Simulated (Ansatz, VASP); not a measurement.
**One calculation of MgSi, two programs**

File POSCAR:

```
MgSi
1.0
    2.9083940000      0.0000000000      0.0000000000
    0.0000000000      2.9083940000      0.0000000000
    0.0000000000      0.0000000000      4.1034270000
Mg Si
1 1
Direct
    0.0000000000      0.0000000000      0.0000000000
    0.5000000000      0.5000000000      0.5121849371
```

INCAR.step1

```
PREC     = Accurate       # precision mode
ENCUT    = 520            # plane-wave cutoff, eV
ISMEAR   = 0              # smearing method
SIGMA    = 0.15           # smearing width, eV
LREAL    = False          # projectors in reciprocal space
LASPH    = True           # aspherical terms in the spheres
NELM     = 100            # most SCF steps
NBANDS   = 10             # bands
GGA      = PE             # functional
ALGO     = Normal         # electronic algorithm
EDIFF    = 1E-4           # SCF threshold, eV
LWAVE    = True           # write WAVECAR
LCHARG   = False          # write CHGCAR
```

INCAR.step2

```
PREC     = Accurate       # precision mode
ENCUT    = 520            # plane-wave cutoff, eV
EDIFF    = 1E-7           # SCF threshold, eV
ISMEAR   = 0              # smearing method
SIGMA    = 0.15           # smearing width, eV
LREAL    = False          # projectors in reciprocal space
LASPH    = True           # aspherical terms in the spheres
NELM     = 100            # most SCF steps
ALGO     = Normal         # electronic algorithm
ISIF     = 2              # what is computed and relaxed
LWAVE    = False          # write WAVECAR
LCHARG   = True           # write CHGCAR
METAGGA  = R2SCAN         # meta-GGA
LMIXTAU  = True         
LELF     = True           # ELF
LVHAR    = True         
NBANDS   = 10             # bands
ISTART   = 1
```

KPOINTS

```
Automatic mesh
0
Gamma
  16 16 12
```

Input for Ansatz:

```yaml
crystal:
  lattice:
    - [2.908394, 0.0, 0.0]
    - [0.0, 2.908394, 0.0]
    - [0.0, 0.0, 4.103427]
  atoms:
    - { symbol: Mg, position: [0.0, 0.0, 0.0] }
    - { symbol: Si, position: [0.5, 0.5, 0.5121849371] }
basis:
  ecutwfc: 500
kpoints:
  mp_grid: { grid: [16, 16, 12] }
hamiltonian:
  xc: r2scan
scf:
  occupations: { method: gaussian, width: 0.15 }
output:
  forces: true
  stress: true
  eigenvalues: true
```

Change from the starting cell: all Si atoms moved +0.050 Å, as atom 2 along Cartesian [0 0 1].

Alike in both runs: task single point; functional r2SCAN; k mesh 16 × 16 × 12; occupations gaussian, width 0.15 eV; no spin polarisation.

|  | VASP | Ansatz |
| --- | --- | --- |
| version | VASP 6.6.1 | Ansatz 0.2.0 |
| potentials or method | VASP PAW PBE potentials, release 64 (Mg, Si) | scalar-relativistic, plane waves, PAW |
| plane-wave cutoff (eV) | 520 | 500 |
| valence electrons in the cell | 6 | 14 |

|  | VASP | Ansatz | Ansatz less VASP |
| --- | --- | --- | --- |
| gap on the k mesh at the Fermi level (eV) | none | none | - |
| pressure (GPa) | -1.5 | -1.2 | +0.29 |
| largest component of the traceless stress (GPa) | 2.18 | 2.14 | -0.044 |
| rms of the force components (eV/Å) | 0.109 | 0.110 | +0.0013 |

Atom by atom the forces differ by 0.001 eV/Å (rms over components). A gap of «none» marks a metal or a gap that the smearing closes. The two sets of potentials don't hold the same shells in valence.

Caveats: the PAW data sets were made with another functional, which shifts forces and pressure a little (VASP).
